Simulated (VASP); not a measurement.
The system is WC (Qusongite).

```
W C
1.0
     2.90650    0.00000    0.00000
    -1.45325    2.51710    0.00000
     0.00000    0.00000    2.83660
W C
1 1
Direct
  0.00000 0.00000 0.00000
  0.66667 0.33333 0.50000
```

| Item | Value |
| --- | --- |
| Program | VASP 6.6.1 |
| Task | relaxation of cell and atoms |
| Functional | PBEsol |
| Dispersion | D3 |
| Potentials or basis | VASP PAW PBE potentials, release 64 (W_sv, C) |
| Cutoff | 600 eV |
| k mesh | 10 × 10 × 9 |
| Occupations | fermi-dirac, width 0.05 eV |
| Spin | no spin polarisation |

At the start: pressure -6.1 GPa; volume 10.38 Å³/atom.

Question: Where does the relaxation end?

Answer: Over 6 steps the energy falls by 3.1 meV/atom and the volume is 10.22 Å³/atom (-1.5 %); space group P-6m2 (No. 187, to 0.05 Å).

The path:
```tsv
step	energy change (eV)	largest force (eV/Å)	pressure (GPa)	volume (Å³)
1	0.0000	0.0000	-6.12	20.75
2	0.0440	0.0000	19.49	19.59
3	-0.0060	0.0000	-0.09	20.45
4	-0.0060	0.0000	0.03	20.44
5	-0.0060	0.0000	0.02	20.43
6	-0.0061	0.0000	0.02	20.44
```

Final structure:
```cif
data_structure
_symmetry_space_group_name_H-M 'P 1'
_symmetry_Int_Tables_number 1
_cell_length_a 2.8902
_cell_length_b 2.8902
_cell_length_c 2.8250
_cell_angle_alpha 90.000
_cell_angle_beta 90.000
_cell_angle_gamma 120.000
_cell_volume 20.44
loop_
_atom_site_label
_atom_site_type_symbol
_atom_site_fract_x
_atom_site_fract_y
_atom_site_fract_z
_atom_site_occupancy
W1 W 0.00000 0.00000 0.00000 1
C1 C 0.66667 0.33333 0.50000 1
```

Caveat: the PAW data sets were made with another functional, which shifts forces and pressure a little; pairwise dispersion overbinds metals, which lowers pressure and volume.
